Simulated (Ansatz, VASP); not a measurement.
**Al2H5: VASP beside Ansatz**

```
Al H
1.0
     4.47425    0.00000    0.00000
    -2.23713    3.87481    0.00000
     0.00000    0.00000    4.67477
Al H
2 5
Direct
  0.00000 0.00000 0.00000
  0.33333 0.66667 0.00000
  0.73713 0.26287 0.50000
  0.73713 0.47425 0.50000
  0.52575 0.26287 0.50000
  0.00000 0.00000 0.59472
  0.00000 0.00000 0.40528
```

Alike in both runs: functional PBE; k mesh 12 × 12 × 8; occupations gaussian, width 0.1 eV; no spin polarisation.

Ansatz relaxed the structure, and its values are those at the end. VASP's run is a single point on that final structure, the one shown.

```csv
,VASP,Ansatz
version,VASP 6.6.1,Ansatz 0.2.0
potentials or method,"VASP PAW PBE potentials, release 64 (Al, H)","scalar-relativistic, plane waves, PAW"
plane-wave cutoff (eV),520,420
valence electrons in the cell,11,11
```

VASP gave:

```
gap on the k mesh at the Fermi level (eV) : none
pressure (GPa)                            : -0.1
```

Problem. Which values does Ansatz return?

Solution. gap on the k mesh at the Fermi level (eV): none; pressure (GPa): 0.0.

A gap of «none» marks a metal or a gap that the smearing closes.
